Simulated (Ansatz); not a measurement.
Runs of Ansatz 0.2.0 on C. The structure is hexagonal, space group P6_3/mmc (No. 194). Conventional cell: a = 2.522 Å, b = 2.522 Å, c = 8.237 Å, α = 90.00°, β = 90.00°, γ = 120.00°. C (site symmetry 3m) is surrounded by 4 C at 1.54 Å. Around C (site symmetry 3m) lie 4 C at 1.54 Å. This is a hexagonal form of diamond, not graphite.

| task | level | potentials or basis | cell | cutoff (eV) | points for each segment of the path | gap on the mesh (eV) | pressure (GPa) | largest force (eV/Å) |
| --- | --- | --- | --- | --- | --- | --- | --- | --- |
| band structure | LDA | Ansatz PAW | as given | 420 | 10 | 4.38 | -12.6 | 0.33 |
| band structure | PBE | SPMS NC | as given | 1034 | 10 | 4.47 | (b) | 0.33 |
| band structure | PBE | Ansatz PAW | as given | 420 | 10 | 4.42 | 2.3 | 0.33 |
| relaxation of cell and atoms | RPBE+D4 | Ansatz PAW | relaxed | 420 | - | (a) | 0.0 | - |

Alike in all rows: no spin polarisation; k mesh 12 × 12 × 4; smearing fermi-dirac 0.05 eV.

Q: Fill in the values left out.

A: (a) 4.58; (b) 2.7.

Caveats: the PAW data sets come from PBE, with cores solved anew for the run's functional, which leaves a small shift of forces and pressure (some runs); the plane-wave basis is chosen anew once the cell has moved, so the energies of steps on either side of that aren't comparable (some runs).

A k mesh can miss the band edges.
